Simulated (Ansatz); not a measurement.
V:

```
CELL_PARAMETERS angstrom
-1.51435 1.51435 1.51435
1.51435 -1.51435 1.51435
1.51435 1.51435 -1.51435
ATOMIC_POSITIONS crystal
V 0.00000 0.00000 0.00000
```

Base run:

```yaml
Program: Ansatz 0.2.0
Functional: PBE
Potentials_or_basis: Ansatz PAW
Cutoff: "420 eV (not typed: the program's choice for these potentials)"
k_mesh: 10 × 10 × 10
Occupations: fermi-dirac, width 0.05 eV
Spin: collinear spin, ferromagnetic start
Starting_moments: "[1.0] μB"
Fixed_moment: 1 μB
```

Its results: pressure -0.6 GPa; site moments V +0.78 μB.

Question: After a change of settings the same cell gave: pressure 25.5 GPa; site moments V +2.02 μB. Which change was it?
A. fixed moment from 1 μB to 3 μB; moments at the start from [1.0] to [3.0]
B. fixed moment from 1 μB to 2 μB; moments at the start from [1.0] to [2.0]
C. fixed moment from 1 μB to 1.5 μB; moments at the start from [1.0] to [1.5]
D. fixed moment from 1 μB to 2.5 μB; moments at the start from [1.0] to [2.5]

Answer: D.

Caveats: the total moment is fixed, so each spin has its own Fermi level; the thresholds are loose for stress.
